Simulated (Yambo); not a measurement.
# BAs (F-43m) in Yambo: convergence with bands in self energy

Aim: find how far bands in self energy must go before the results for BAs settle, at PBEsol. This setting moves, with any that are tied to it; all else stays.

All numbers are computed with Yambo 5.3.0; they aren't measurements. Logs are shortened: lines on timing, memory, paths and dates and some standing lists are left out, and cuts for length are marked.

## Step 1: The structure

Symmetry: F-43m, No. 216, cubic system. The conventional cell has a = 4.777 Å, b = 4.777 Å, c = 4.777 Å, α = 90.00°, β = 90.00°, γ = 90.00°. Around As (site symmetry -43m) lie 4 B at 2.07 Å. B (site symmetry -43m) has 4 As at 2.07 Å as nearest neighbours.

## Step 2: With bands in self energy 29

File g0w03.in:

```
gw0
dyson
el_el_corr
rim_cut
HF_and_locXC
ppa
em1d
RandQpts= 1000000
RandGvec= 50 RL
EXXRLvcs= 84 Ry
VXCRLvcs= 84 Ry
Chimod= "HARTREE"
% BndsRnXp
 1 | 159 |
%
NGsBlkXp= 12 Ry
% LongDrXp
 1 | 1 | 1 |
%
PPAPntXp= 27.21138 eV
% GbndRnge
 1 | 29 |
%
GTermKind= "none"
DysSolver= "n"
ExtendOut
% QPkrange
 1 | 1 | 9 | 11 |
 10 | 10 | 9 | 11 |
%
```

File scf.in:

```
&CONTROL
  calculation = 'scf'
  prefix = 'pwscf'
  outdir = './tmp'
  pseudo_dir = './pseudo'
/
&SYSTEM
  ibrav = 0
  A = 3.37784909
  nat = 2
  ntyp = 2
  ecutwfc = 84
  nbnd = 15
  occupations = 'smearing'
  smearing = 'fd'
  degauss = 0.00367493
  force_symmorphic = .true.
/
&ELECTRONS
  conv_thr = 4d-10
  electron_maxstep = 120
  mixing_beta = 0.5
/
ATOMIC_SPECIES
As    74.9216 As.upf
B     10.8100 B.upf
CELL_PARAMETERS alat
   0.0000000000    0.7071067820    0.7071067820
   0.7071067820    0.0000000000    0.7071067820
   0.7071067820    0.7071067820    0.0000000000
ATOMIC_POSITIONS alat
As     1.0606601730    1.0606601730    1.0606601730
B      0.0000000000    0.0000000000    0.0000000000
K_POINTS automatic
10 10 10 0 0 0
```

File nscf.in:

```
&CONTROL
  calculation = 'nscf'
  prefix = 'pwscf'
  outdir = './tmp'
  pseudo_dir = './pseudo'
/
&SYSTEM
  ibrav = 0
  A = 3.37784909
  nat = 2
  ntyp = 2
  ecutwfc = 84
  nbnd = 159
  occupations = 'fixed'
  force_symmorphic = .true.
/
&ELECTRONS
  conv_thr = 1d-08
  diago_full_acc = .true.
  diago_thr_init = 1d-06
/
ATOMIC_SPECIES
As    74.9216 As.upf
B     10.8100 B.upf
CELL_PARAMETERS alat
   0.0000000000    0.7071067820    0.7071067820
   0.7071067820    0.0000000000    0.7071067820
   0.7071067820    0.7071067820    0.0000000000
ATOMIC_POSITIONS alat
As     1.0606601730    1.0606601730    1.0606601730
B      0.0000000000    0.0000000000    0.0000000000
K_POINTS automatic
6 6 6 0 0 0
```

Potentials or basis: PseudoDojo 0.4.1 SR PBEsol standard.

The run is started by

```console
$ OMP_NUM_THREADS=1 pw.x -in scf.in > scf.out
$ OMP_NUM_THREADS=1 pw.x -in nscf.in > nscf.out
$ cd tmp/pwscf.save; p2y; mv SAVE ../..; cd ../..
$ OMP_NUM_THREADS=1 yambo
$ mkdir -p g0w03; ln -s $PWD/g0w00/ndb.pp* g0w03/
$ mkdir -p g0w03; ln -s $PWD/g0w00/ndb.RIM g0w03/
$ OMP_NUM_THREADS=1 yambo -F g0w03.in -J g0w03 -C g0w03_out
```

Results (log left out):

* Band gap on the k mesh, mean-field level: 1.20 eV, indirect (least direct gap 3.26 eV)
* Quasiparticle gap: 1.85 eV
* Least direct quasiparticle gap: 4.01 eV
* Quasiparticle gap at Γ: 4.01 eV
* Band gap of the same states before the correction: 1.10 eV

## Step 3: With bands in self energy 49

File g0w04.in:

```
gw0
dyson
el_el_corr
rim_cut
HF_and_locXC
ppa
em1d
RandQpts= 1000000
RandGvec= 50 RL
EXXRLvcs= 84 Ry
VXCRLvcs= 84 Ry
Chimod= "HARTREE"
% BndsRnXp
 1 | 159 |
%
NGsBlkXp= 12 Ry
% LongDrXp
 1 | 1 | 1 |
%
PPAPntXp= 27.21138 eV
% GbndRnge
 1 | 49 |
%
GTermKind= "none"
DysSolver= "n"
ExtendOut
% QPkrange
 1 | 1 | 9 | 11 |
 10 | 10 | 9 | 11 |
%
```

scf.in is that of step 2.

nscf.in is that of step 2.

Potentials or basis: PseudoDojo 0.4.1 SR PBEsol standard.

The run is started by

```console
$ OMP_NUM_THREADS=1 pw.x -in scf.in > scf.out
$ OMP_NUM_THREADS=1 pw.x -in nscf.in > nscf.out
$ cd tmp/pwscf.save; p2y; mv SAVE ../..; cd ../..
$ OMP_NUM_THREADS=1 yambo
$ mkdir -p g0w04; ln -s $PWD/g0w00/ndb.pp* g0w04/
$ mkdir -p g0w04; ln -s $PWD/g0w00/ndb.RIM g0w04/
$ OMP_NUM_THREADS=1 yambo -F g0w04.in -J g0w04 -C g0w04_out
```

The run converged. Its results:

```yaml
Band_gap_on_the_k_mesh_mean-field_level: 1.20 eV, indirect (least direct gap 3.26 eV)
Quasiparticle_gap: 1.91 eV
Least_direct_quasiparticle_gap: 4.02 eV
Quasiparticle_gap_at_Γ: 4.02 eV
Band_gap_of_the_same_states_before_the_correction: 1.10 eV
```

## Step 4: With bands in self energy 89

File g0w05.in:

```
gw0
dyson
el_el_corr
rim_cut
HF_and_locXC
ppa
em1d
RandQpts= 1000000
RandGvec= 50 RL
EXXRLvcs= 84 Ry
VXCRLvcs= 84 Ry
Chimod= "HARTREE"
% BndsRnXp
 1 | 159 |
%
NGsBlkXp= 12 Ry
% LongDrXp
 1 | 1 | 1 |
%
PPAPntXp= 27.21138 eV
% GbndRnge
 1 | 89 |
%
GTermKind= "none"
DysSolver= "n"
ExtendOut
% QPkrange
 1 | 1 | 9 | 11 |
 10 | 10 | 9 | 11 |
%
```

scf.in is that of step 3.

nscf.in is that of step 3.

The run is started by

```console
$ OMP_NUM_THREADS=1 pw.x -in scf.in > scf.out
$ OMP_NUM_THREADS=1 pw.x -in nscf.in > nscf.out
$ cd tmp/pwscf.save; p2y; mv SAVE ../..; cd ../..
$ OMP_NUM_THREADS=1 yambo
$ mkdir -p g0w05; ln -s $PWD/g0w00/ndb.pp* g0w05/
$ mkdir -p g0w05; ln -s $PWD/g0w00/ndb.RIM g0w05/
$ OMP_NUM_THREADS=1 yambo -F g0w05.in -J g0w05 -C g0w05_out
```

Results (log left out):

```
Band gap on the k mesh, mean-field level          : 1.20 eV, indirect (least direct gap 3.26 eV)
Quasiparticle gap                                 : 1.96 eV
Least direct quasiparticle gap                    : 4.04 eV
Quasiparticle gap at Γ                            : 4.04 eV
Band gap of the same states before the correction : 1.10 eV
```

## Step 5: With bands in self energy 159

File g0w01.in:

```
gw0
dyson
el_el_corr
rim_cut
HF_and_locXC
ppa
em1d
RandQpts= 1000000
RandGvec= 50 RL
EXXRLvcs= 84 Ry
VXCRLvcs= 84 Ry
Chimod= "HARTREE"
% BndsRnXp
 1 | 159 |
%
NGsBlkXp= 12 Ry
% LongDrXp
 1 | 1 | 1 |
%
PPAPntXp= 27.21138 eV
% GbndRnge
 1 | 159 |
%
GTermKind= "none"
DysSolver= "n"
ExtendOut
% QPkrange
 1 | 1 | 9 | 11 |
 10 | 10 | 9 | 11 |
%
```

scf.in is that of step 4.

nscf.in is that of step 4.

Potentials or basis: PseudoDojo 0.4.1 SR PBEsol standard.

The run is started by

```console
$ OMP_NUM_THREADS=1 pw.x -in scf.in > scf.out
$ OMP_NUM_THREADS=1 pw.x -in nscf.in > nscf.out
$ cd tmp/pwscf.save; p2y; mv SAVE ../..; cd ../..
$ OMP_NUM_THREADS=1 yambo
$ mkdir -p g0w01; ln -s $PWD/g0w00/ndb.pp* g0w01/
$ mkdir -p g0w01; ln -s $PWD/g0w00/ndb.RIM g0w01/
$ OMP_NUM_THREADS=1 yambo -F g0w01.in -J g0w01 -C g0w01_out
```

Yambo's report:

```text
[... sections 02.01 to 02.04 as in the set-up run ...]

  [02.05] Energies & Occupations
  ==============================

  [X] === General ===
  [X] Electronic Temperature                        :  0.000000  0.000000 [eV K]
  [X] Bosonic    Temperature                        :  0.000000  0.000000 [eV K]
  [X] Finite Temperature mode                       : no
  [X] El. density                                   :  0.66049E+24 [cm-3]
  [X] Fermi Level                                   :  11.25617 [eV]

  [X] === Gaps and Widths ===
  [X] Conduction Band Min                           :  1.201609 [eV]
  [X] Valence Band Max                              :  0.000000 [eV]
  [X] Filled Bands                                  :   9
  [X] Empty Bands                                   :   10  159
  [X] Direct Gap                                    :  3.255080 [eV]
  [X] Direct Gap localized at k                     :  1
  [X] Indirect Gap                                  :  1.201609 [eV]
  [X] Indirect Gap between kpts                     :   1  10
  [X] Last valence band width                       :  4.996250 [eV]
  [X] 1st conduction band width                     :  3.082231 [eV]

 [03] Transferred momenta grid and indexing
 ==========================================

 IBZ Q-points                                      :  16
 BZ  Q-points                                      :  216

 K/Q-points units:
 rlu = crystal or reduced units; cc = cartesian coordinates; iku = interal k-units

 Q [ 1]         [rlu]:  0.000000  0.000000  0.000000
 Q [ 2]         [rlu]:  0.36465E-17  0.36465E-17  0.16667
 Q [ 3]         [rlu]:  0.72930E-17  0.72930E-17  0.33333
 Q [ 4]         [rlu]:  0.28542E-16 -0.82481E-16 -0.50000
 Q [ 5]         [rlu]: -0.11312E-16  0.16667      0.16667
 Q [ 6]         [rlu]: -0.63228E-17  0.16667      0.33333
 Q [ 7]         [rlu]: -0.11853E-16  0.16667      0.50000
 Q [ 8]         [rlu]: -0.26970E-16  0.16667     -0.33333
 Q [ 9]         [rlu]: -0.72930E-17  0.16667     -0.16667
 Q [10]         [rlu]: -0.22625E-16  0.33333      0.33333
 Q [11]         [rlu]: -0.25073E-16  0.33333      0.50000
 Q [12]         [rlu]: -0.14586E-16  0.33333     -0.33333
 Q [13]         [rlu]:  0.43907E-16 -0.50000     -0.50000
 Q [14]         [rlu]:  0.166667  0.333333  0.500000
 Q [15]         [rlu]:  0.166667  0.333333 -0.333333
 Q [16]         [rlu]:  0.166667 -0.500000 -0.333333

 [04] Coloumb potential Random Integration (RIM)
 ===============================================

 Summary of Coulomb integrals for non-metallic bands |Q|[au] RIM/Bare

 Q [1] 0.100000E-4 0.995988 * Q [2] 0.200926 1.066027
 Q [5] 0.232009 1.065367 * Q [9] 0.328110 1.027704
 Q [6] 0.384743 1.020621 * Q [3] 0.401851 1.018022
 Q [10] 0.464018 1.014905 * Q [8] 0.505652 1.012270
 Q [14] 0.518788 1.011798 * Q [7] 0.568303 1.009943
 Q [11] 0.602777 1.009206 * Q [4] 0.602777 1.008982
 Q [12] 0.656220 1.007954 * Q [15] 0.686291 1.007395
 Q [13] 0.696026 1.007180 * Q [16] 0.733676 1.006555

 [05] Dipoles
 ============

  [05.01] Setup: observables and procedures
  =========================================

  [WF-Oscillators/G space/Transverse up loader] Normalization (few states)  min/max  :  0.28083E-17   1.0000

  [WR./g0w01//ndb.dipoles]--------------------------------------------------------
   Brillouin Zone Q/K grids (IBZ/BZ)                :   16  216   16  216
   RL vectors                                       :  3119 [WF]
   Fragmentation                                    : yes
   Electronic Temperature                           :  0.000000 [K]
   Bosonic    Temperature                           :  0.000000 [K]
[... 28 lines left out ...]
  NLCC RL compoments                               :  19195
  PP Number of Atomic Species                      :  2
  NLCC RL compoments                               :  19195
 [WR./g0w01//ndb.HF_and_locXC]---------------------------------------------------
  Brillouin Zone Q/K grids (IBZ/BZ)                :   16  216   16  216
  RL vectors                                       :  3119 [WF]
  Fragmentation                                    : no
  Electronic Temperature                           :  0.000000 [K]
  Bosonic    Temperature                           :  0.000000 [K]
  Green`s function   wavefunctions                 : Perdew, Burke & Ernzerhof SOL(X)+Perdew, Burke & Ernzerhof SOL(C)
  Total number of QP states                        :   6
  Exchange RL vectors                              :  2445
  Exchange summation bands                         :   9
  RIM RL components                                :   51
  RIM random points                                :  1000000

 [xc] E_xc :  -11.94675 [Ha]
      E_xc :  -23.89351 [Ry]

  Local XC kind (lXC) : Perdew, Burke & Ernzerhof SOL(X)+Perdew, Burke & Ernzerhof SOL(C)
  Non-Local XC kind (nlXC) : Hartree-Fock

  Corrections @ K [1] :  [eV]
 <9|nlXC|9> = -15.44050  0.23992E-17 <9|lXC|9> = -13.65868 -0.23602E-16
 <10|nlXC|10> = -8.487728  0.50948E-18 <10|lXC|10> = -12.46894  0.37763E-15
 <11|nlXC|11> = -8.487722 -0.22881E-17 <11|lXC|11> = -12.46894  0.18882E-15

  Corrections @ K [10] :  [eV]
 <9|nlXC|9> = -16.09162  0.51297E-17 <9|lXC|9> = -12.70827  0.14751E-16
 <10|nlXC|10> = -7.361566  0.17113E-17 <10|lXC|10> = -11.29609  0.000000
 <11|nlXC|11> = -6.169370  0.13247E-17 <11|lXC|11> = -10.80186  0.94408E-16

 [08] Dyson equation: Newton solver
 ==================================

  [08.01] G0W0 (W PPA)
  ====================

  [  GW  ] Bands range     :    1  159
  [GW/PPA] G damping       :  0.100000 [eV]

  QP @ state[ 1 ] K range:  1  1
  QP @ state[ 1 ] b range:   9  11
  QP @ state[ 2 ] K range:  10  10
  QP @ state[ 2 ] b range:   9  11
[... 51 lines left out ...]
   :: Time ordering fails/rest    :  0.500149
   :: Mean rel dev of PP cond     :  0.410714
   Current Q-pt index             :  14
   :: PP condition fails/total    :  0.403977
   :: Time ordering fails/rest    :  0.500029
   :: Mean rel dev of PP cond     :  0.403920
   Current Q-pt index             :  15
   :: PP condition fails/total    :  0.402787
   :: Time ordering fails/rest    :  0.500088
   :: Mean rel dev of PP cond     :  0.402729
   Current Q-pt index             :  16
   :: PP condition fails/total    :  0.402157
   :: Time ordering fails/rest    :  0.499854
   :: Mean rel dev of PP cond     :  0.402099

  [08.02] QP properties and I/O
  =============================

  Legend (energies in eV)
  - B  : Band       - Eo  : bare energy
  - E  : QP energy  - Z   : Renormalization factor
  - So : Sc(Eo)     - S   : Sc(E)
  - dSp: Sc derivative precision

  - lXC: Local XC (Perdew, Burke & Ernzerhof SOL(X)+Perdew, Burke & Ernzerhof SOL(C))
  -nlXC: non-Local XC (Hartree-Fock)

  QP [eV] @ K [1] (iku):  0.000000  0.000000  0.000000
   B=9 Eo=  0.00 E= -0.92 E-Eo= -0.92 Re(Z)=0.81 Im(Z)=-0.109918E-2 nlXC= -15.4405 lXC= -13.6587 So= 0.632846
   B=10 Eo=  3.26 E=  3.12 E-Eo= -0.13 Re(Z)=0.81 Im(Z)=-0.110692E-2 nlXC= -8.48773 lXC= -12.4689 So= -4.14799
   B=11 Eo=  3.26 E=  3.12 E-Eo= -0.13 Re(Z)=0.81 Im(Z)=-0.110692E-2 nlXC= -8.48772 lXC= -12.4689 So= -4.14800

  QP [eV] @ K [10] (iku):  0.33333     -0.92519E-17  0.92519E-17
   B=9 Eo= -3.47 E= -4.63 E-Eo= -1.16 Re(Z)=0.79 Im(Z)= 0.226032E-2 nlXC= -16.0916 lXC= -12.7083 So=  1.91553
   B=10 Eo=  1.20 E=  1.17 E-Eo= -0.03 Re(Z)=0.81 Im(Z)=-0.109618E-2 nlXC= -7.36157 lXC= -11.2961 So= -3.97345
   B=11 Eo=  3.04 E=  3.07 E-Eo=  0.03 Re(Z)=0.81 Im(Z)=-0.113220E-2 nlXC= -6.16937 lXC= -10.8019 So= -4.59486

  [WR./g0w01//ndb.QP]-------------------------------------------------------------
   Lattice constants                                :  4.513611  4.513611  4.513611
   Coulomb cutoff potential                         : none
   Electronic Temperature                           :  0.000000 [K]
   Bosonic    Temperature                           :  0.000000 [K]
   Green`s function   energies                      : Perdew, Burke & Ernzerhof SOL(X)+Perdew, Burke & Ernzerhof SOL(C)
   wavefunctions                                    : Perdew, Burke & Ernzerhof SOL(X)+Perdew, Burke & Ernzerhof SOL(C)
   PPA    diel. fun.  energies                      : Perdew, Burke & Ernzerhof SOL(X)+Perdew, Burke & Ernzerhof SOL(C)
   wavefunctions                                    : Perdew, Burke & Ernzerhof SOL(X)+Perdew, Burke & Ernzerhof SOL(C)
   QP tot states                                    :   6
   GW solver                                        : Newton
   GW approximation                                 : PPA
   PPA imaginary Energy                             :  27.21138 ev
   RIM G`s                                          :   51
   RIM random pts                                   :  1000000
   dS/dw steps                                      :  2
   dS/dw step                                       :  0.100000 ev
   X G`s                                            :  169 used
   X G`s                                            :  169 disk
   X bands                                          :    1  159
   X poles                                          :  100.0000 o/o
   X e/h E range                                    : -1.000000 -1.000000 ev
   X Hxc Kernel                                     : HARTREE
   X BZ energy Double Grid                          : no
   X Optical Averaged directions                    : none
   Sc/G bands                                       :    1  159
   Sc/G damping                                     :  0.100000 ev
   Sc bands terminator                              : no
   Sx RL components                                 :  2445

   QP @ state[ 1 ] K range                          :  1  1
   QP @ state[ 1 ] b range                          :   9  11
   QP @ state[ 2 ] K range                          :  10  10
   QP @ state[ 2 ] b range                          :   9  11
   GF energies kind                                 : Perdew, Burke & Ernzerhof SOL(X)+Perdew, Burke & Ernzerhof SOL(C)
   GF WF`s kind                                     : Perdew, Burke & Ernzerhof SOL(X)+Perdew, Burke & Ernzerhof SOL(C)
   Xs energies kind                                 : Perdew, Burke & Ernzerhof SOL(X)+Perdew, Burke & Ernzerhof SOL(C)
   Xs WF`s kind                                     : Perdew, Burke & Ernzerhof SOL(X)+Perdew, Burke & Ernzerhof SOL(C)
```

What came out:

| Property | Result |
| --- | --- |
| Band gap on the k mesh, mean-field level | 1.20 eV, indirect (least direct gap 3.26 eV) |
| Quasiparticle gap | 1.99 eV |
| Least direct quasiparticle gap | 4.05 eV |
| Quasiparticle gap at Γ | 4.05 eV |
| Band gap of the same states before the correction | 1.10 eV |

## Step 6: Summary

```
bands in self energy  quasiparticle gap at the points computed (eV)
                  29                                          1.846
                  49                                          1.912
                  89                                          1.965
                 159                                          1.989
```

Against the tightest run, the quasiparticle gap at the points computed stays within 0.05 eV from 89 on. The tightest run that finished is the yardstick and may itself not be fully converged.

Caveats: the potentials hold a filled d shell without the s and p states of that shell, which can shift GW gaps by tenths of an eV, either way; this k mesh misses the band edges, so its gaps are larger than the crystal's; this version prints the column dSc/dw multiplied by 27.2; the quasiparticle gap listed is the Kohn-Sham gap on the denser mesh of the self-consistent run plus the correction found on the GW mesh, so it differs from the gap in the log.
